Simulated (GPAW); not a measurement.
## InP (F-43m): G0W0 on several meshes in GPAW

How does the mesh move the gap of InP (F-43m)?

Program: GPAW 26.7.0. Level of theory: PBE and many-body steps on it, plane waves. Results are calculated unless marked as measured.

The database entry behind the starting cell differs from later determinations by our own check (0.1 to 0.3 % short, probably kX units), so it need not match the best structure at ambient conditions.

**1. Set-up**

Symmetry: F-43m, No. 216, cubic system. Conventional cell: a = 5.861 Å, b = 5.861 Å, c = 5.861 Å, α = 90.00°, β = 90.00°, γ = 90.00°. Nearest to In lie 4 P at 2.54 Å. P has 4 In at 2.54 Å nearest. Farther neighbours are not listed.

Structure file:

```cif
data_structure
_symmetry_space_group_name_H-M 'P 1'
_symmetry_Int_Tables_number 1
_cell_length_a 4.1444
_cell_length_b 4.1444
_cell_length_c 4.1444
_cell_angle_alpha 60.000
_cell_angle_beta 60.000
_cell_angle_gamma 60.000
_cell_volume 50.33
loop_
_atom_site_label
_atom_site_type_symbol
_atom_site_fract_x
_atom_site_fract_y
_atom_site_fract_z
_atom_site_occupancy
In1 In 0.00000 0.00000 0.00000 1
P2 P 0.25000 0.25000 0.25000 1
```

The cell and positions come from the Crystallography Open Database and are kept as given unless a step says otherwise.

**2. Empty states on the mesh, 6×6×6 mesh, 603 bands**

This step: GPAW 26.7.0; DFT, PBE, plane waves, PAW.

The sums over transitions need many empty states on a uniform mesh; this step solves for them.

Contents of run.py:

```python
import json
import numpy as np
from gpaw.mpi import world
from gpaw import GPAW

calc = GPAW('gs.gpw').fixed_density(kpts={'size': (6, 6, 6), 'gamma': True},
    parallel={'domain': 1, 'band': 1},
    txt='nscf.txt')
calc.diagonalize_full_hamiltonian(nbands=603)
calc.write('full.gpw', mode='all')
res = {}
kpts = calc.get_ibz_k_points()
res['kpts'] = kpts
res['eigenvalues'] = [calc.get_eigenvalues(kpt=k) for k in range(len(kpts))]
res['n_electrons'] = calc.get_number_of_electrons()

if world.rank == 0:
    with open('result.json', 'w') as f:
        json.dump(res, f, default=lambda x: x.tolist())
```

Launch:

```
$ mpirun -n 4 gpaw python run.py
```

Numbers of over 12 decimals in the logs are rounded to 6 here.

What it wrote:

```text
Diagonalizing LCAO Hamiltonian
Converting LCAO to pw mode
convergence criteria:
- Maximum integral of absolute [eigenst]ate change: 4e-08 eV^2 / valence electron
maximum number of iterations: 100

SCF iterations
|iter     |     time |      energy | eigst |  dens |
|iter:   1|  |             | +0.99 |       |
|iter:   2|  |             | -0.59 |       |
|iter:   3|  |             | -1.83 |       |
[...]
|iter:   7|  |             | -5.84 |       |
|iter:   8|  |             | -6.86 |       |
|iter:   9|  |             | -7.62c|       |
SCF steps: 9
  __  _  _
 | _ |_)|_||  |
 |__||  | ||/\| - 26.7.0

Input parameters:
  mode=PW(ecut=450.000000),
  convergence={'density': 1e-06, 'bands': -3},
  gpts=array([21, 21, 21]),
  kpts=MonkhorstPack(size=(6, 6, 6), gamma=True),
  maxiter=100,
  nbands=16,
  occupations=Occupations(name='fermi-dirac', width=0.001, fixmagmom=False),
  parallel={'domain': 1, 'band': 1},
  xc=XC(name='PBE')
Matrix size: 1092x1092
# Writing to full.gpw (mode='all')
  [... matrices ...]

timing:  # [seconds]
  Total: 7.586  # ━━━━━━━━━━━━━━━━━━━━━━━━━━━━━━━━━━━━━━━━━━━━━━━━━━━━━━━━━━━
```

Run time: 12 s. Hardware: 4 MPI ranks of Intel Xeon Platinum 8259CL at 2.50GHz (Skylake/Cascade Lake), shared host; peak memory 1.1 GiB.

This step gave:

```
gap                                                           : 0.7081 eV
k of the valence top                                          : 0, 0, 0
k of the conduction bottom                                    : 0, 0, 0
least direct gap                                              : 0.7081 eV
k points computed                                             : 16
lowest point of the top converged band, above the valence top : 289.0842 eV
```

On this mesh the gap is 0.708 eV.

**3. 6×6×6**

Now the one-shot GW correction: screening in the RPA, then the self-energy of the levels asked for.

This step: G0W0 on PBE, plane waves, PAW.

Contents of run.py:

```python
import json
import numpy as np
from gpaw.mpi import world
from gpaw.response.g0w0 import G0W0

gw = G0W0('full.gpw',
    filename='gw',
    kpts=[0],
    bands=(7, 11),
    ecut=180,
    nbands=276,
    integrate_gamma='WS',
    ppa=True)
gw.calculate()
res = {mode: {k: v for k, v in r.items() if k != 'sigma_eskwn'}
       for mode, r in gw.all_results.items()}

if world.rank == 0:
    with open('result.json', 'w') as f:
        json.dump(res, f, default=lambda x: x.tolist())
```

Launch:

```
$ mpirun -n 4 gpaw python run.py
```

What it wrote:

```text
Using integrator: PointIntegrator
FrequencyGridDescriptor(from 0.000+0.000j to 0.000+27.211j eV, 2 points)
Nonperiodic BCs:  [False False False]
Using integrator: PointIntegrator
FrequencyGridDescriptor(from 0.000+0.000j to 0.000+27.211j eV, 2 points)
Nonperiodic BCs:  [False False False]
  ___  _ _ _
 |   || | | |
 | | || | | |
 |__ ||_____|
 |___|

BZ k-points: Symmetries present (total): 24

  [... matrices ...]
216 k-points: 6 x 6 x 6 Monkhorst-Pack grid + [1/12,1/12,1/12]
16 k-points in the irreducible part of the Brillouin zone
       k-points in crystal coordinates                weights
   0:     0.00000000    0.00000000    0.00000000          1/216
   1:     0.16666667    0.16666667    0.00000000          6/216
   2:     0.16666667    0.16666667    0.16666667          8/216
   3:     0.33333333    0.16666667    0.16666667         12/216
   4:     0.33333333    0.33333333   -0.33333333         12/216
   5:     0.33333333    0.33333333    0.00000000          6/216
   6:     0.33333333    0.33333333    0.16666667         24/216
   7:     0.33333333    0.33333333    0.33333333          8/216
   8:     0.50000000    0.33333333   -0.33333333         24/216
   9:     0.50000000    0.33333333   -0.16666667         12/216
          ...
  15:     0.50000000    0.50000000    0.50000000          4/216

Distributing spins, k-points and bands (1 x 1 x 4) over 4 processes
Number of blocks: 1

Quasi particle states:
k-points (IBZ indices): [0]
Band range: (7, 11)
  [... matrices ...]
Computational parameters:
Plane wave cut-off: 180 eV
Number of bands: 276
Coulomb cutoff: None
Broadening: 0.1 eV

fxc modes: GW
Kernel: RPA
Using Godby-Needs plasmon-pole approximation:
  Fitting energy: i*E0, E0 = 1.000 Hartree
Summing all q:

Calculating screened Coulomb potential
No Coulomb truncation
FrequencyGridDescriptor(from 0.000+0.000j to 0.000+27.211j eV, 2 points)
Removing empty qpoint cache files...

Calculating chi0 body with:
    Ground state adapter containing:
    Number of spins: 1
    Number of kpoints: 216
    Number of irreducible kpoints: 16
    Number of completely occupied states: 9
    Number of partially occupied states: 9
    Occupied states memory: 1.271805 M / cpu

    Linear response parametrization:
    q_c: [1.3877787807814457e-17, 1.3877787807814457e-17, 1.3877787807814457e-17]
    Number of frequency points: 2
    Planewave cutoff: 180.0
    Number of bands: 276
    Number of planewaves: 283
    Broadening (eta): 1e-06
    comm.size: 4
    kncomm.size: 4
    blockcomm.size: 1

    Memory estimate of potentially large arrays:
        chi0_wGG: 2.444122 M / cpu
Integrating chi0 body.

Symmetries of q_c:
    Direct symmetries (Uq -> q): 24
    Indirect symmetries (TUq -> q): 24
In total 48 allowed symmetries.

  [... matrices ...]
16 groups of equivalent kpoints. 92.592593% reduction.

Integral kind: response function
Integrating chi0 head and wings.

Symmetries of q_c:
    Direct symmetries (Uq -> q): 24
    Indirect symmetries (TUq -> q): 24
In total 48 allowed symmetries.

  [... matrices ...]
16 groups of equivalent kpoints. 92.592593% reduction.

Integral kind: response function wings

Calculating chi0 body with:
    Ground state adapter containing:
    Number of spins: 1
    Number of kpoints: 216
    Number of irreducible kpoints: 16
    Number of completely occupied states: 9
    Number of partially occupied states: 9
[... the further q-points ...]

Results:
f:      Occupation numbers
eps:     KS-eigenvalues [eV]
vxc:     KS vxc [eV]
exx:     Exact exchange [eV]
sigma:   Self-energies [eV]
dsigma:  Self-energy derivatives
Z:       Renormalization factors
qp:      QP-energies [eV]

k-point 0 (0): (0.000, 0.000, 0.000)                GW
band       f     eps     vxc     exx   sigma  dsigma       Z      qp
                                                                   GW
   7   1.000   4.919 -15.136 -16.678   0.821  -0.286   0.778   4.358
   8   1.000   4.919 -15.136 -16.678   0.821  -0.286   0.778   4.358
   9   0.000   5.627 -14.063 -10.390  -3.571  -0.261   0.793   5.707
  10   0.000   8.984 -11.569  -7.135  -4.260  -0.259   0.794   9.122
```

It took 8.1 min on 4 MPI ranks; peak memory 1.4 GiB; 32 min of CPU time.

This step gave:

```
G0W0 gap on the points computed              : 1.349 eV
least direct G0W0 gap on the computed points : 1.349 eV
Z at the valence top                         : 0.7778
Z at the conduction bottom                   : 0.7931
starting gap on the mesh                     : 0.7081 eV
k of the valence top                         : 0, 0, 0
k of the conduction bottom                   : 0, 0, 0
```

The gap on the mesh goes from 0.71 eV to 1.35 eV, a correction of +0.64 eV.

**4. Empty states on the mesh, 4×4×4 mesh, 286 bands**

This step: DFT, PBE, plane waves, PAW.

Contents of run.py:

```python
import json
import numpy as np
from gpaw.mpi import world
from gpaw import GPAW

calc = GPAW('gs.gpw').fixed_density(kpts={'size': (4, 4, 4), 'gamma': True},
    parallel={'domain': 1, 'band': 1},
    txt='nscf.txt')
calc.diagonalize_full_hamiltonian(nbands=286)
calc.write('full.gpw', mode='all')
res = {}
kpts = calc.get_ibz_k_points()
res['kpts'] = kpts
res['eigenvalues'] = [calc.get_eigenvalues(kpt=k) for k in range(len(kpts))]
res['n_electrons'] = calc.get_number_of_electrons()

if world.rank == 0:
    with open('result.json', 'w') as f:
        json.dump(res, f, default=lambda x: x.tolist())
```

Launch:

```
$ mpirun -n 4 gpaw python run.py
```

What it wrote:

```text
Diagonalizing LCAO Hamiltonian
Converting LCAO to pw mode
convergence criteria:
- Maximum integral of absolute [eigenst]ate change: 4e-08 eV^2 / valence electron
maximum number of iterations: 100

SCF iterations
|iter     |     time |      energy | eigst |  dens |
|iter:   1|  |             | +1.01 |       |
|iter:   2|  |             | -0.69 |       |
|iter:   3|  |             | -1.98 |       |
[...]
|iter:   7|  |             | -6.38 |       |
|iter:   8|  |             | -7.39 |       |
|iter:   9|  |             | -7.96c|       |
SCF steps: 9
  __  _  _
 | _ |_)|_||  |
 |__||  | ||/\| - 26.7.0

Input parameters:
  mode=PW(ecut=450.000000),
  convergence={'density': 1e-06, 'bands': -3},
  gpts=array([21, 21, 21]),
  kpts=MonkhorstPack(size=(4, 4, 4), gamma=True),
  maxiter=100,
  nbands=16,
  occupations=Occupations(name='fermi-dirac', width=0.001, fixmagmom=False),
  parallel={'domain': 1, 'band': 1},
  xc=XC(name='PBE')
Matrix size: 1094x1094
# Writing to full.gpw (mode='all')
  [... matrices ...]

timing:  # [seconds]
  Total: 6.342  # ━━━━━━━━━━━━━━━━━━━━━━━━━━━━━━━━━━━━━━━━━━━━━━━━━━━━━━━━━━━
```

The job ended after 14 s (4 MPI ranks; peak memory 1 GiB; 54 s of CPU time).

Numbers from this step:

```yaml
gap: 0.7081 eV
k_of_the_valence_top: 0, 0, 0
k_of_the_conduction_bottom: 0, 0, 0
least_direct_gap: 0.7081 eV
k_points_computed: 8
lowest_point_of_the_top_converged_band_above_the_valence_top: 167.1883 eV
```

On this mesh the gap is 0.708 eV.

**5. 4×4×4**

This step: G0W0 on PBE, plane waves, PAW.

Contents of run.py:

```python
import json
import numpy as np
from gpaw.mpi import world
from gpaw.response.g0w0 import G0W0

gw = G0W0('full.gpw',
    filename='gw',
    kpts=[0],
    bands=(7, 11),
    ecut=180,
    nbands=276,
    integrate_gamma='WS',
    ppa=True)
gw.calculate()
res = {mode: {k: v for k, v in r.items() if k != 'sigma_eskwn'}
       for mode, r in gw.all_results.items()}

if world.rank == 0:
    with open('result.json', 'w') as f:
        json.dump(res, f, default=lambda x: x.tolist())
```

Launch:

```
$ mpirun -n 4 gpaw python run.py
```

What it wrote:

```text
Using integrator: PointIntegrator
FrequencyGridDescriptor(from 0.000+0.000j to 0.000+27.211j eV, 2 points)
Nonperiodic BCs:  [False False False]
Using integrator: PointIntegrator
FrequencyGridDescriptor(from 0.000+0.000j to 0.000+27.211j eV, 2 points)
Nonperiodic BCs:  [False False False]
  ___  _ _ _
 |   || | | |
 | | || | | |
 |__ ||_____|
 |___|

BZ k-points: Symmetries present (total): 24

  [... matrices ...]
64 k-points: 4 x 4 x 4 Monkhorst-Pack grid + [1/8,1/8,1/8]
8 k-points in the irreducible part of the Brillouin zone
       k-points in crystal coordinates                weights
   0:     0.00000000    0.00000000    0.00000000          1/64
   1:     0.25000000    0.25000000    0.00000000          6/64
   2:     0.25000000    0.25000000    0.25000000          8/64
[...]
6:     0.50000000    0.50000000    0.25000000         24/64
   7:     0.50000000    0.50000000    0.50000000          4/64

Distributing spins, k-points and bands (1 x 1 x 4) over 4 processes
Number of blocks: 1

Quasi particle states:
k-points (IBZ indices): [0]
Band range: (7, 11)
  [... matrices ...]
Computational parameters:
Plane wave cut-off: 180 eV
Number of bands: 276
Coulomb cutoff: None
Broadening: 0.1 eV

fxc modes: GW
Kernel: RPA
Using Godby-Needs plasmon-pole approximation:
  Fitting energy: i*E0, E0 = 1.000 Hartree
Summing all q:

Calculating screened Coulomb potential
No Coulomb truncation
FrequencyGridDescriptor(from 0.000+0.000j to 0.000+27.211j eV, 2 points)
Removing empty qpoint cache files...

Calculating chi0 body with:
    Ground state adapter containing:
    Number of spins: 1
    Number of kpoints: 64
    Number of irreducible kpoints: 8
    Number of completely occupied states: 9
    Number of partially occupied states: 9
    Occupied states memory: 1.271805 M / cpu

    Linear response parametrization:
    q_c: [0.0, 0.0, 0.0]
    Number of frequency points: 2
    Planewave cutoff: 180.0
    Number of bands: 276
    Number of planewaves: 283
    Broadening (eta): 1e-06
    comm.size: 4
    kncomm.size: 4
    blockcomm.size: 1

    Memory estimate of potentially large arrays:
        chi0_wGG: 2.444122 M / cpu
Integrating chi0 body.

Symmetries of q_c:
    Direct symmetries (Uq -> q): 24
    Indirect symmetries (TUq -> q): 24
In total 48 allowed symmetries.

  [... matrices ...]
8 groups of equivalent kpoints. 87.5% reduction.

Integral kind: response function
Integrating chi0 head and wings.

Symmetries of q_c:
    Direct symmetries (Uq -> q): 24
    Indirect symmetries (TUq -> q): 24
In total 48 allowed symmetries.

  [... matrices ...]
8 groups of equivalent kpoints. 87.5% reduction.

Integral kind: response function wings

Calculating chi0 body with:
    Ground state adapter containing:
    Number of spins: 1
    Number of kpoints: 64
    Number of irreducible kpoints: 8
    Number of completely occupied states: 9
    Number of partially occupied states: 9
    Occupied states memory: 1.271805 M / cpu

[... the further q-points ...]

Results:
f:      Occupation numbers
eps:     KS-eigenvalues [eV]
vxc:     KS vxc [eV]
exx:     Exact exchange [eV]
sigma:   Self-energies [eV]
dsigma:  Self-energy derivatives
Z:       Renormalization factors
qp:      QP-energies [eV]

k-point 0 (0): (0.000, 0.000, 0.000)                GW
band       f     eps     vxc     exx   sigma  dsigma       Z      qp
                                                                   GW
   7   1.000   4.919 -15.136 -16.892   1.025  -0.288   0.777   4.352
   8   1.000   4.919 -15.136 -16.892   1.025  -0.288   0.777   4.352
   9   0.000   5.627 -14.063 -10.068  -3.881  -0.264   0.791   5.717
  10   0.000   8.984 -11.569  -7.081  -4.333  -0.260   0.794   9.106
```

The job ended after 2.8 min (4 MPI ranks; peak memory 1.3 GiB).

Numbers from this step:

| Quantity | Value |
| --- | --- |
| G0W0 gap on the points computed | 1.366 eV |
| least direct G0W0 gap on the computed points | 1.366 eV |
| Z at the valence top | 0.7767 |
| Z at the conduction bottom | 0.7912 |
| starting gap on the mesh | 0.7081 eV |
| k of the valence top | 0, 0, 0 |
| k of the conduction bottom | 0, 0, 0 |

Against G0W0 in GPAW (6×6×6 mesh, 276 bands, screening to 180 eV, Godby-Needs plasmon pole), the gap moves by +0.016 eV.

**6. The runs together**

Times are wall times on 4 MPI ranks of Intel Xeon Platinum 8259CL at 2.50GHz (Skylake/Cascade Lake), shared host. The host was busy with other work, so they are no guide to cost.

```tsv
run	mesh	bands	screening cutoff (eV)	DFT gap (eV)	gap on the mesh (eV)	direct (eV)	time
6×6×6	6×6×6	276	180	0.708	1.349	1.349	8.1 min
4×4×4	4×4×4	276	180	0.708	1.366	1.366	2.8 min
```

**7. Outcome**

```json
{"6×6×6": "1.349 eV", "4×4×4": "1.366 eV", "known limits": "not at the basis limit; no spin-orbit coupling; coarse k mesh"}
```

**Reading.** 4×4×4: +0.016 eV against 6×6×6. Bands and cutoff are finite, so the gap is not at the basis limit. The miss can reach some tenths of an eV and take either sign; the mesh is an error of its own. These stock PAW sets were not made for GW. In the G0W0 runs levels were corrected at 1 k point alone, so a gap called «on the mesh» is the least over those, and an edge elsewhere would be missed. The many-body steps are scalar-relativistic: spin-orbit coupling is not in them.

[Paths, hosts, dates, memory and timing lines, banners, echoed tables and standing remarks are left out of the program output.]

[Logs are printed without paths, hosts, clocks, repeated set-up lines and the standing remarks that a program may print on its own settings, such as how far it seeks lower states.]

[Runs of the session that timed out or met a known fault of the program may be left out.]

[Hosts, paths, dates, database ids (printed as entryN), source tags and the programs' standing remarks are cut or masked in the printed files.]
